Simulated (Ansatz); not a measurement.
A run of Ansatz 0.2.0 is set up as follows.

Contents of input.yaml:

```yaml
crystal:
  lattice:
    - [0.0, 1.9465, 1.9465]
    - [1.9465, 0.0, 1.9465]
    - [1.9465, 1.9465, 0.0]
  atoms:
    - { symbol: Pd, position: [0.0, 0.0, 0.0] }
hamiltonian:
  xc: blyp
  pseudopotentials: { kind: paw }
  dispersion: d3bj
kpoints:
  mp_grid: { grid: [12, 12, 12] }
scf:
  occupations: { method: fermi_dirac, width: 0.05 }
output:
  forces: true
  stress: true
relax:
  f_tol: 0.01
  max_steps: 40
  cell: { stress_tol: 0.05 }
```

Potentials or basis: Ansatz PAW.

Run with:

```sh
$ ansatz run input.yaml --threads 2 --pin off --max-ram 5632MiB --backend cpu --events-out ev --progress --plain --runs-dir out
```

Predict the space group after relaxing (to 0.05 Å).

Fm-3m (No. 225).

What does it give for the relaxed volume?

14.80 Å³/atom.

The path:
```csv
step,energy change (eV),largest force (eV/Å),volume (Å³)
1,0.0000,0.0000,14.75
2,0.0000,0.0000,14.83
3,-0.0001,0.0000,14.80
4,-0.0001,0.0000,14.80
```

Caveat: the plane-wave basis is chosen anew once the cell has moved, so the energies of steps on either side of that aren't comparable; the PAW data sets come from PBE, with cores solved anew for the run's functional, which leaves a small shift of forces and pressure. Zero-point motion and thermal expansion aren't in these numbers.
